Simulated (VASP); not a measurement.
# InSb in VASP: how settings move the PBEsol single point

Aim: see what changed inputs do to the PBEsol single point of InSb built on the CsCl prototype. This is a trial cell built on a prototype, not taken from a measured structure, and it needn't be the compound's ground state.

The runs shown are made with VASP 6.6.1. PAW datasets, plane waves. Simulation only: spin-unpolarised, and no claim that this is the phase found in nature.

## Step 1: The cell

The cell comes from an earlier relaxation with r2SCAN in another program.

It is cubic, Pm-3m (No. 221); conventional cell a = 3.769 Å, 26.77 Å³ an atom. Around In lie 8 Sb at 3.26 Å; around Sb lie 8 In at 3.26 Å.

The structure in full:

```xyz
2
Lattice="3.7690 0.0000 0.0000 0.0000 3.7690 0.0000 0.0000 0.0000 3.7690" Properties=species:S:1:pos:R:3 pbc="T T T"
In    0.0000    0.0000    0.0000
Sb    1.8845    1.8845    1.8845
```

## Step 2: Reference

INCAR reads:

```
ENCUT = 520.000000
SIGMA = 0.020000
EDIFF = 1.00e-07
GGA = PS
PREC = Accurate
IBRION = -1
ISIF = 2
ISMEAR = -1
NBANDS = 16
NELM = 120
NSW = 0
LASPH = .TRUE.
LCHARG = .FALSE.
LWAVE = .FALSE.
LREAL = .FALSE.
```

KPOINTS reads:

```
KPOINTS created by Atomic Simulation Environment
0
Gamma
8 8 8
0 0 0
```

POSCAR reads:

```
In Sb
 1.0000000000000000
     3.7689761793755929    0.0000000000000000    0.0000000000000000
     0.0000000000000000    3.7689761793755929    0.0000000000000000
     0.0000000000000000    0.0000000000000000    3.7689761793755929
 In  Sb
   1   1
Cartesian
  0.0000000000000000  0.0000000000000000  0.0000000000000000
  1.8844880896877965  1.8844880896877965  1.8844880896877965
```

A file KPOINTS_OPT adds named points for the levels; it doesn't enter the self-consistent loop.

Potentials: the recommended PBE PAW datasets, 18 valence electrons.

Run with:

```sh
$ mpirun -np 1 vasp_std
```

## Step 3: Try 1

INCAR reads:

```
SIGMA = 0.020000
EDIFF = 1.00e-07
GGA = PS
PREC = Accurate
IBRION = -1
ISIF = 2
ISMEAR = -1
NBANDS = 16
NSW = 0
LASPH = .TRUE.
LCHARG = .FALSE.
LWAVE = .FALSE.
LREAL = .FALSE.
ENCUT = 350
IVDW = 11
NELM = 53
```

KPOINTS is that of step 2.

POSCAR is that of step 2.

## Step 4: Try 2

INCAR reads:

```
ENCUT = 520.000000
SIGMA = 0.020000
EDIFF = 1.00e-07
GGA = PS
IBRION = -1
ISIF = 2
ISMEAR = -1
NBANDS = 16
NSW = 0
LASPH = .TRUE.
LCHARG = .FALSE.
LWAVE = .FALSE.
LREAL = .FALSE.
PREC = Single
NELM = 77
```

KPOINTS is that of step 2.

POSCAR is that of step 2.

**Question.** What will these runs give? Wanted: for each run, changed; ending; energy change; pressure; electronic steps; usable.

As calculated:

| run | changed | ending | energy change (meV/atom) | pressure (GPa) | gap on the mesh (eV; negative: overlap) | electronic steps | time | usable |
| --- | --- | --- | --- | --- | --- | --- | --- | --- |
| ref. | – | converged | 0 | -1.8 | -3.42 | 13 | 24 s | yes |
| 1 | ENCUT = 350, IVDW = 11, NELM = 53 | converged | – | -3.2 | -3.42 | 13 | 11 s | no |
| 2 | PREC = Single, NELM = 77 | converged | 0.1 | -1.8 | -3.42 | 13 | 21 s | yes |

**Reading.** Of 2 altered inputs, 1 ended normally on a faulty or unsound input, 1 gave usable results. «PREC = Single, NELM = 77» moves the energy by 0.1 meV/atom.
